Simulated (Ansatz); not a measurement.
Here is the system:

Relaxed ZrO₂ (tetragonal-ZrO2 type, space group P4_2/nmc):

```yaml
crystal:
  lattice:
    - [3.60134, 0.00000, 0.00000]
    - [0.00000, 3.60134, 0.00000]
    - [0.00000, 0.00000, 5.22807]
  atoms:
    - { symbol: Zr, position: [0.00000, 0.00000, 0.00000] }
    - { symbol: Zr, position: [0.50000, 0.50000, 0.50000] }
    - { symbol: O, position: [0.00000, 0.50000, 0.19679] }
    - { symbol: O, position: [0.00000, 0.50000, 0.69679] }
    - { symbol: O, position: [0.50000, 0.00000, 0.30321] }
    - { symbol: O, position: [0.50000, 0.00000, 0.80321] }
```

In each cell atom 6 (O, nearest neighbour Zr at 2.074 Å; its periodic images, 3.6 Å or more away, move with it) moves by s·(-0.868, 0.000, 0.496) (towards the nearest neighbour), the rest being held.

Calculation: r2SCAN (plane waves to 500 eV, PAW, scalar-relativistic; Ansatz, a quantum-chemistry and plane-wave program). k mesh 7×7×5 (Γ-centred), Fermi-Dirac smearing 0.05 eV. E stands for the smeared free energy. Left out: 2 of 11 points, with atoms too close for the PAW data. This is a high-temperature form of ZrO2. ZrO2 is run without spin polarisation. ZrO2 was relaxed with its symmetry unable to fall. The zero of ΔE is the undisplaced structure.

The scan covers s from -0.410 to 0.246 Å in 9 points.

Problem. Is the energy the same for displacements of ±0.246 Å, and if not, which side lies higher?

Solution. Not even: the positive side lies higher at ±0.246 Å. With its periodic images moving along, the atom's site symmetry in this cell is mm2.

Problem. What force acts on the atom along the line at s = -0.410 Å?

Solution. 4.37 eV/Å.

Problem. What is the energy change at s = 0.246 Å?

Solution. 614 meV/cell.

Problem. What is the force constant k = d²E/ds² of this move at s = 0?

Solution. 16.1 eV/Å².

(A displaced cell: forces are minus the slopes of the energy, force constants its curvatures, and phonons follow from these.)
